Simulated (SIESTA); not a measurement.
Crystal: Ag.

```
Ag
1.0
     0.00000    2.04275    2.04275
     2.04275    0.00000    2.04275
     2.04275    2.04275    0.00000
Ag
1
Cartesian
  0.0000 0.0000 0.0000
```

Base run:

| Item | Value |
| --- | --- |
| Program | SIESTA 5.4.2 |
| Functional | PBEGcGxHEG |
| Potentials or basis | PseudoDojo 0.4 standard (PBE files) |
| Basis | DZP (energy shift 0.002 Ry) |
| Grid cutoff | 800 Ry |
| Energy shift | 0.002 Ry |
| k mesh | 11 × 11 × 11 |
| Occupations | fermi-dirac, width 0.05 eV |
| Spin | no spin polarisation |

Its results: band gap on the k mesh none (metal or under the smearing width); pressure -4.5 GPa.

Question: The run is repeated on the same cell with these changes: functional from PBEGcGxHEG to OLYP. What comes out?

Answer: Band gap on the k mesh none (metal or under the smearing width); pressure 7.5 GPa.

Caveats: semicore shells carry a single zeta, which can move pressures by several GPa and volumes by a few percent; the potentials were made for another functional, which shifts forces and pressure; the basis of atomic orbitals isn't converged, which shifts pressures, moduli and gaps.
